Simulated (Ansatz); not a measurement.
TiAl₂ under strain

Computed with DFT r2SCAN, scalar-relativistic, plane waves, PAW (Ansatz 0.2.0). Run with 500 eV cutoff, 10×4×10 k-mesh, Gaussian smearing of 0.10 eV, no spin polarisation.

The relaxed crystal:

```
CELL_PARAMETERS angstrom
3.91335 0.00000 0.00000
0.00000 12.06789 0.00000
0.00000 0.00000 3.99286
ATOMIC_POSITIONS crystal
Ti 0.50000 0.84358 0.00000
Ti 0.00000 0.65642 0.00000
Ti 0.00000 0.34358 0.00000
Ti 0.50000 0.15642 0.00000
Al 0.00000 0.00000 0.00000
Al 0.50000 0.67258 0.50000
Al 0.00000 0.82742 0.50000
Al 0.50000 0.00000 0.50000
Al 0.50000 0.50000 0.00000
Al 0.00000 0.17258 0.50000
Al 0.50000 0.32742 0.50000
Al 0.00000 0.50000 0.50000
```

Deformation: uniaxial strain along a, with the lengths of b and c and the atoms relaxed and the angles held, all within the symmetry that the strain leaves. Energies are extrapolated to zero smearing.

```
strain (%)  ΔE (meV/atom) a (Å) b (Å) c (Å)
      -6.0           32.3  3.679  12.244  4.077
      -4.0           14.3  3.757  12.175  4.046
      -2.0            3.5  3.835  12.118  4.018
      +0.0            0.0  3.913  12.068  3.993
      +2.0            3.7  3.992  12.028  3.970
      +4.0           14.2  4.070  11.992  3.949
      +6.0           31.2  4.148  11.959  3.931
```

What stiffness (1/V) d²E/dε² at zero strain does a cubic fit over all points give?

A cubic fit gives (1/V) d²E/dε² = 180 GPa at zero strain (Young's modulus along this axis, angles held).

How does the free axis b answer a small strain?

Between the innermost points its strain is -0.19 times the applied one.